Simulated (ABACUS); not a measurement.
**SnSe2 under changes of volume**

One of the cells (25.726 Å³/atom); the others are scaled copies at fixed shape and fractional positions:

```
CELL_PARAMETERS angstrom
3.81100 0.00000 0.00000
-1.90550 3.30042 0.00000
0.00000 0.00000 6.13600
ATOMIC_POSITIONS crystal
Sn 0.00000 0.00000 0.00000
Se 0.66667 0.33333 0.75100
Se 0.33333 0.66667 0.24900
```

| Item | Value |
| --- | --- |
| Program | ABACUS 3.10.1 |
| Functional | PBEsol |
| Potentials or basis | PseudoDojo NC SR 0.4.1 PBEsol standard |
| Cutoff | 1184 eV |
| Density cutoff | 4735 eV |
| Basis | plane waves |
| k mesh | 8 × 8 × 5 |
| Occupations | fermi-dirac, width 0.05 eV |
| Spin | no spin polarisation |

```tsv
volume (Å³/atom)	energy over the lowest point (meV/atom)	pressure (GPa)	gap on the mesh (eV)	largest force (eV/Å)
24.182	?	?	?	?
24.697	36.49	6.2	0.76	1.064
25.212	19.60	4.4	0.74	0.837
25.726	8.26	2.7	0.72	0.629
26.241	1.91	1.3	0.69	0.436
26.755	0.00	0.0	0.67	0.258
27.270	2.08	-1.2	0.64	0.094
```

Task: What does the run at 24.182 Å³/atom give?

Result: Energy over the lowest point 59.59 meV/atom; pressure 8.2 GPa; gap on the mesh 0.78 eV; largest force 1.309 eV/Å.

Worked out: A Birch-Murnaghan fit of order 3 (a polynomial in V^(-2/3)) to the other rows has its minimum at 26.73 Å³/atom with B0 = V·E''(V) = 65 GPa and B' = 4.7 at fixed shape and positions, which overstates the stiffness. It gives 59.61 meV/atom at 24.182 Å³/atom, against the run's 59.59, and -dE/dV = 8.2 GPa, against 8.2. A straight line through the other rows of the gap, of slope -1.21 eV per unit of ln V, extrapolates to 0.79 eV, against the run's 0.78.

Energies are extrapolated to zero smearing.

Caveats: spin-orbit coupling is left out, which moves the levels of the heavy elements; an odd mesh through Γ misses points on the zone boundary, where band edges often lie; this functional lacks dispersion, which binds the layers, so the pressure and a relaxed spacing across them are unreliable; forces of over 1 eV/Å show positions far from the minimum, so gaps and moduli don't describe the material at rest (some runs).
